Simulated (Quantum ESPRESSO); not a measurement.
TaS2:

```
CELL_PARAMETERS angstrom
3.35000 0.00000 0.00000
-1.67500 2.90119 0.00000
0.00000 0.00000 5.86000
ATOMIC_POSITIONS crystal
Ta 0.00000 0.00000 0.00000
S 0.33333 0.66667 0.25000
S 0.66667 0.33333 0.75000
```

Base run:

- Program: Quantum ESPRESSO 7.5
- Functional: revPBE
- Potentials or basis: PseudoDojo 0.4.1 SR LDA stringent
- Cutoff: 1796 eV
- Density cutoff: 7184 eV
- k mesh: 7 × 7 × 3
- Occupations: gaussian, width 0.05 eV
- Spin: collinear spin, ferromagnetic start
- Starting moments: [1.0, 0.0, 0.0] μB
- Hubbard terms: Ta d U = 6 eV

Its results: band gap on the k mesh 0.83 eV, indirect (least direct gap 0.97 eV); pressure 20.4 GPa; net moment 1.00 μB per cell; site moments Ta +0.59; S -0.03 μB; largest force 1.333 eV/Å.

Task: After a change of settings the same cell gave: band gap on the k mesh 0.47 eV, direct; pressure 10.1 GPa; net moment 1.00 μB per cell; site moments Ta +0.57; S -0.02 μB; largest force 0.898 eV/Å. Which change was it?
A. functional from revPBE to PBEsol
B. functional from revPBE to LDA
C. functional from revPBE to PBE
D. functional from revPBE to RPBE

Result: B.

LDA binds more tightly than revPBE, so the same cell stands under less pressure.

Caveats: spin-orbit coupling is left out, which moves the levels of the heavy elements; an odd mesh through Γ misses points on the zone boundary, where band edges often lie; the potentials were made for another functional, which shifts forces and pressure (some runs); this functional lacks dispersion, which binds the layers, so the pressure and a relaxed spacing across them are unreliable (some runs).
